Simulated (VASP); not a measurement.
Input of a VASP 6.6.1 run:

Contents of run.py:

```python
from ase.calculators.vasp import Vasp
from ase.io import read
from ase.optimize import BFGSLineSearch

atoms = read('POSCAR')
atoms.set_initial_magnetic_moments([2.0])
calc = Vasp(
    directory='calc',
    xc='pbe',
    pp='PBE',
    setups='recommended',
    prec='Accurate',
    encut=520,
    ediff=1e-05,
    ismear=1,
    sigma=0.1,
    lreal=False,
    lasph=True,
    nelm=150,
    algo='All',
    isif=2,
    lwave=True,
    lcharg=False,
    ispin=2,
    lorbit=11,
    lmaxmix=6,
    ldautype=2,
    ldauprint=1,
    ivdw=11,
    ldau_luj={'Tm': {'L': 3, 'U': 7, 'J': 0.5}},
    kpts=[9, 9, 9],
    gamma=True,
)
atoms.calc = calc
opt = BFGSLineSearch(atoms, trajectory='relax.traj')
converged = opt.run(fmax=0.005, steps=40)
print('converged:', converged)

print('energy (eV):', atoms.get_potential_energy())
print('free energy (eV):', atoms.get_potential_energy(force_consistent=True))
print('forces (eV/A):')
print(atoms.get_forces())
print('stress (eV/A^3, Voigt):', atoms.get_stress())
print('Fermi level (eV):', calc.get_fermi_level())
print('moment (muB):', atoms.get_magnetic_moment())
print('site moments (muB):', atoms.get_magnetic_moments())
print('cell (A, degrees):', atoms.cell.cellpar())
print('volume (A^3):', atoms.get_volume())
print('scaled positions:')
print(atoms.get_scaled_positions())
```

POSCAR

```
Tm
1.0
    0.0510930000      2.4054120000      2.4236590000
    2.5129770000     -0.0347360000      2.5094880000
    2.4921090000      2.4703740000     -0.0138680000
Tm
1
Direct
    0.0187700000     -0.0027710000      0.0086220000
```

Potentials or basis: VASP PAW PBE potentials, release 64 (Tm_3), 4f in core.

Run with:

```bash
$ python run.py
```

(1) Predict the band gap on the k mesh.

(2) Predict the dispersion energy per atom.

(3) What does it give for the net moment?

Answers

(1) none (metal or under the smearing width).

(2) -0.303 eV.

(3) 0.00 μB per cell.

Caveat: the magnetic or orbital state may not be the lowest; the relaxation stopped at its first step, so nothing moved; U is put on an f shell that these potentials keep in the core, so it has next to no effect; spin-orbit coupling is left out, which moves the levels of the heavy elements; the 4f electrons are frozen in the core as for a trivalent ion, so they carry no moment and show no levels.
